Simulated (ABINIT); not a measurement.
Crystal: Co.

```xyz
2
Lattice="2.4720 0.0000 0.0000 -1.2360 2.1408 0.0000 0.0000 0.0000 4.0211" Properties=species:S:1:pos:R:3 pbc="T T T"
Co    1.2360    0.7136    3.0159
Co    0.0000    1.4272    1.0053
```

Program: ABINIT 10.8.3 (patched build). Alike in all runs: task single point; potentials or basis JTH PAW PBE v2.0; spin collinear, ferromagnetic start; cell as given; cutoff (eV) 707; smearing fermi-dirac 0.05 eV.

Order these runs on this cell by their pressure, lowest first.
A. level PBEsol; k mesh 5 × 5 × 3; mesh quality coarse
B. level PBEsol; k mesh 7 × 7 × 4; mesh quality coarse
C. level PBE; k mesh 7 × 7 × 4; mesh quality coarse
D. level PBE; k mesh 10 × 10 × 6; mesh quality not flagged

B (-5.5 GPa), A (-2.7 GPa), C (4.3 GPa), D (5.8 GPa).

Caveats: some runs use coarse meshes; the PAW data sets were made with another functional, which shifts forces and pressure a little (some runs).

Not every run made on this cell is shown here.
